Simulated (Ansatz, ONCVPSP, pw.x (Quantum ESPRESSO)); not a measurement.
## pw.x on fcc W: one setting changed

Potential: optimised norm-conserving Vanderbilt (ONCV), ONCVPSP 4.0.1.1 (patched build), PBE; core [Kr] 4d10 4f14, reference 5s2 5p6 5d4 6s2; waves: 5s+6s: rc 2.00 bohr, ncon 4, nbas 8, qcut 5.8 1/bohr, 2 projectors; 5p: rc 1.60 bohr, ncon 4, nbas 8, qcut 7.3 1/bohr, 2 projectors, debl 2.7 Ha; 5d: rc 2.80 bohr, ncon 4, nbas 8, qcut 4.5 1/bohr, 2 projectors, debl 2.6 Ha; local part: polynomial inside 1.25 bohr (lpopt 5, dvloc0 1 Ha); core correction: polynomial model core, fcfact 0.5.

The reference run (k-mesh 14³, cutoffs 60/240 Ry, Fermi–Dirac 0.01 Ry, mixing_beta 0.4, conv_thr 1e-9, no spin) gives -2.89 GPa at 16.478 Å³/atom, where all-electron LAPW gives -0.06 GPa. This run, with its own iteration cap, changes degauss to 0.005.

```
&control
  calculation='scf', prefix='x', pseudo_dir='./', outdir='./tmp', tstress=.true., disk_io='none'
/
&system
  ibrav=0, nat=1, ntyp=1, ecutwfc=60, ecutrho=240, nbnd=15,
  occupations='smearing', smearing='fd', degauss=0.005
/
&electrons
  conv_thr=1e-09, mixing_beta=0.4, electron_maxstep=50
/
ATOMIC_SPECIES
W 1.0 W.UPF
CELL_PARAMETERS angstrom
  0.00000000 2.01972156 2.01972156
  2.01972156 0.00000000 2.01972156
  2.01972156 2.01972156 0.00000000
ATOMIC_POSITIONS crystal
W 0.0000 0.0000 0.0000
K_POINTS automatic
14 14 14 0 0 0
```

```bash
pw.x < W.scf.in > W.scf.out
```

Task: How does the run end?

Result: It converges in 7 iterations; the free energy moves by +27.7 meV/atom and the pressure by -0.31 GPa. In a metal, with Fermi–Dirac smearing, F lies below its zero-width value by a term in the square of the width.

```
Message from routine setup:
     using ibrav=0 with symmetry is DISCOURAGED, use correct ibrav instead
     lattice parameter (alat)  =       5.3977  a.u.
     unit-cell volume          =     111.1991 (a.u.)^3
     number of electrons       =        14.00
     number of Kohn-Sham states=           15
     kinetic-energy cutoff     =      60.0000  Ry
     charge density cutoff     =     240.0000  Ry
     scf convergence threshold =      1.0E-09
     Exchange-correlation= PBE
     number of k points=   104  Fermi-Dirac smearing, width (Ry)=  0.0050
     iteration #  1     ecut=    60.00 Ry     beta= 0.40
     total energy              =    -166.72254427 Ry
     estimated scf accuracy    <       0.03442359 Ry
     iteration #  2     ecut=    60.00 Ry     beta= 0.40
     total energy              =    -166.72224961 Ry
     estimated scf accuracy    <       0.00597806 Ry
     iteration #  3     ecut=    60.00 Ry     beta= 0.40
     total energy              =    -166.72292619 Ry
     estimated scf accuracy    <       0.00025355 Ry
     iteration #  4     ecut=    60.00 Ry     beta= 0.40
     total energy              =    -166.72294266 Ry
     estimated scf accuracy    <       0.00000176 Ry
     iteration #  5     ecut=    60.00 Ry     beta= 0.40
     total energy              =    -166.72294360 Ry
     estimated scf accuracy    <       0.00000023 Ry
     iteration #  6     ecut=    60.00 Ry     beta= 0.40
     total energy              =    -166.72294363 Ry
     estimated scf accuracy    <          2.0E-09 Ry
     iteration #  7     ecut=    60.00 Ry     beta= 0.40
     the Fermi energy is    21.2116 ev
!    total energy              =    -166.72294363 Ry
     estimated scf accuracy    <          2.9E-10 Ry
     smearing contrib. (-TS)   =      -0.00141013 Ry
     The total energy is F=E-TS. E is the sum of the following terms:
     one-electron contribution =     -15.89541549 Ry
     hartree contribution      =      16.34594225 Ry
     xc contribution           =     -49.44888090 Ry
     ewald contribution        =    -117.72317937 Ry
     convergence has been achieved in   7 iterations
          total   stress  (Ry/bohr**3)                   (kbar)     P=      -31.99
     Message from routine punch:
     Nothing written, as per user request (disk_io='none')
```

The run took about 17 s on one core of a shared host (Neoverse-V2, 96 threads, 742 GiB, load 92).
